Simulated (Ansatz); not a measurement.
**CaF2: what symmetry allows forces and stress to be**

```yaml
crystal:
  lattice:
    - [0.00000, 2.48970, 2.48970]
    - [2.48970, 0.00000, 2.48970]
    - [2.81745, 2.81745, -0.32775]
  atoms:
    - { symbol: Ca, position: [0.97080, 0.97080, 0.08759] }
    - { symbol: F, position: [0.24440, 0.24440, 0.26681] }
    - { symbol: F, position: [0.78480, 0.78480, 0.64561] }
```

Computed with Ansatz, DFT PBE, scalar-relativistic, plane waves, PAW.

Cutoff 420 eV; k points 8×8×8 on the computed 3-atom cell (Γ-centred); Gaussian smearing, width 0.02 eV; no spin polarisation.

This distorted cell has space group R3m, with 6 operations.

Problem. Without a calculation: in which directions can each atom feel a force?

Solution. A force must be left unchanged by every operation that keeps its atom in place, so it lies in the space that those operations leave fixed. Atoms that the group maps onto each other feel forces of one size.
```tsv
atom	site symmetry	operations at the site	equivalent to atom	allowed force (Cartesian)
Ca1	3m	6	1	along (0.58, 0.58, -0.58)
F2	3m	6	2	along (0.58, 0.58, -0.58)
F3	3m	6	3	along (0.58, 0.58, -0.58)
```

That leaves 3 independent force components of 9, tied by 1 condition that the forces sum to zero, so 2 remain. A relaxation in this cell that keeps the symmetry moves the atoms in these directions alone.

Problem. And the stress tensor?

Solution. It must be invariant under the point group, which leaves 2 independent components: xx = yy, xx = zz, yy = zz, yz = xz. Further linear relations between components hold in this frame.

Problem. Do the computed values obey this?

Solution. Yes. Forces (eV/Å):
```
Ca1 -2.478 -2.478  2.478
F2  -0.289 -0.289  0.289
F3   2.767  2.767 -2.767
```

Stress (GPa, compression positive, xx yy zz yz xz xy): 25.28 25.28 25.28 -1.61 -1.61 1.61. The program imposes the same operations on density, forces and stress, so this confirms the analysis and is no independent test of the calculation.